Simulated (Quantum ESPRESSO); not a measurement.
PbS under changes of volume

One of the cells (26.664 Å³/atom); the others are scaled copies at fixed shape and fractional positions:

```
CELL_PARAMETERS angstrom
2.07995 -5.99130 0.00000
2.07995 5.99130 0.00000
0.00000 0.00000 4.27932
ATOMIC_POSITIONS crystal
Pb 0.13056 0.86944 0.25000
Pb 0.86944 0.13056 0.75000
S 0.35480 0.64520 0.25000
S 0.64520 0.35480 0.75000
```

Measurements of this composition are mostly on another form, of space group No. 225.

```yaml
Program: Quantum ESPRESSO 7.5
Functional: r2SCAN
Potentials_or_basis: SG15 PBE 1.2
Cutoff: 762 eV
Density_cutoff: 3048 eV
k_mesh: 3 × 3 × 2
Occupations: fermi-dirac, width 0.05 eV
Spin: no spin polarisation
```

| volume (Å³/atom) | energy over the lowest point (meV/atom) | pressure (GPa) | gap on the mesh (eV) |
| --- | --- | --- | --- |
| 25.064 | 12.43 | 3.2 | 1.92 |
| 25.597 | 3.95 | 1.8 | 1.94 |
| 26.130 | 0.00 | 0.5 | 1.95 |
| 26.664 | 0.14 | -0.7 | 1.96 |
| 27.197 | ? | ? | ? |
| 27.730 | 11.00 | -2.6 | 1.97 |
| 28.263 | 21.00 | -3.5 | 1.97 |

**Question.** What does the run at 27.197 Å³/atom give?

**Answer.** Energy over the lowest point 3.93 meV/atom; pressure -1.7 GPa; gap on the mesh 1.96 eV.

Worked out: A Birch-Murnaghan fit of order 3 (a polynomial in V^(-2/3)) to the other rows has its minimum at 26.38 Å³/atom with B0 = V·E''(V) = 58 GPa and B' = 4.4 at fixed shape and positions, which overstates the stiffness. It gives 3.93 meV/atom at 27.197 Å³/atom, against the run's 3.93, and -dE/dV = -1.6 GPa, against -1.7. A parabola through the other rows of the gap, of slope 0.236 eV per unit of ln V there, gives 1.97 eV, against the run's 1.96.

Energies are extrapolated to zero smearing.

Caveats: all runs use coarse meshes; the potentials were made for another functional, which shifts forces and pressure; spin-orbit coupling is left out, which as a rule narrows the gap of such compounds by several tenths of an eV; an odd mesh through Γ misses points on the zone boundary, where band edges often lie.
